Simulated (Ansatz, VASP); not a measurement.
## BN: VASP beside Ansatz

```
B N
1.0
     2.48517    0.00000    0.00000
    -1.24259    2.15222    0.00000
     0.00000    0.00000    6.17137
B N
2 2
Direct
  0.33333 0.66667 0.25000
  0.66667 0.33333 0.75000
  0.33333 0.66667 0.75000
  0.66667 0.33333 0.25000
```

Alike in both runs: functional LDA; k mesh 12 × 12 × 4; no spin polarisation.

Ansatz relaxed the structure, and its values are those at the end. VASP's run is a single point on that final structure, the one shown.

|  | VASP | Ansatz |
| --- | --- | --- |
| version | VASP 6.6.1 | Ansatz 0.2.0 |
| potentials or method | VASP PAW LDA potentials, release 64 (B, N) | scalar-relativistic, plane waves, PAW |
| plane-wave cutoff (eV) | 520 | 420 |
| occupations | gaussian, width 0.01 eV | fixed |
| valence electrons in the cell | 16 | 16 |

Ansatz gave:

```
gap on the k mesh at the Fermi level (eV) : 3.97
least direct gap on the mesh (eV)         : 4.32
pressure (GPa)                            : 2.0
```

Task: Which values does VASP return?

Result: gap on the k mesh at the Fermi level (eV): 3.95; least direct gap on the mesh (eV): 4.30; pressure (GPa): 2.5.

A k mesh can miss the band edges.
